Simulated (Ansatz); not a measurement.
## Li2Se in Ansatz: the effect of functional

The system is Li2Se.

```
Se Li
1.0
     0.00000    2.94121    2.94121
     2.94121    0.00000    2.94121
     2.94121    2.94121    0.00000
Se Li
1 2
Direct
  0.00000 0.00000 0.00000
  0.75000 0.75000 0.75000
  0.25000 0.25000 0.25000
```

The cell isn't the ideal one: volume scaled by 0.94.

Alike in all runs:

```yaml
Program: Ansatz 0.2.0
Task: single point
Potentials_or_basis: Ansatz PAW
k_mesh: 8 × 8 × 8
Occupations: fermi-dirac, width 0.05 eV
Spin: no spin polarisation
```

One run gave: gap on the mesh 2.79 eV; pressure 1.2 GPa. Which functional did it use?
A. r2SCAN
B. PBEsol
C. LDA

B.

```csv
functional,cutoff,gap on the mesh (eV),pressure (GPa)
LDA,420 eV (not typed: the program's choice for these potentials),2.76,-0.6
PBEsol,420 eV (not typed: the program's choice for these potentials),2.79,1.2
r2SCAN,500 eV (not typed: the program's choice for these potentials),3.44,2.0
```

Caveats: the PAW data sets come from PBE, with cores solved anew for the run's functional, which leaves a small shift of forces and pressure.

A k mesh can miss the band edges.
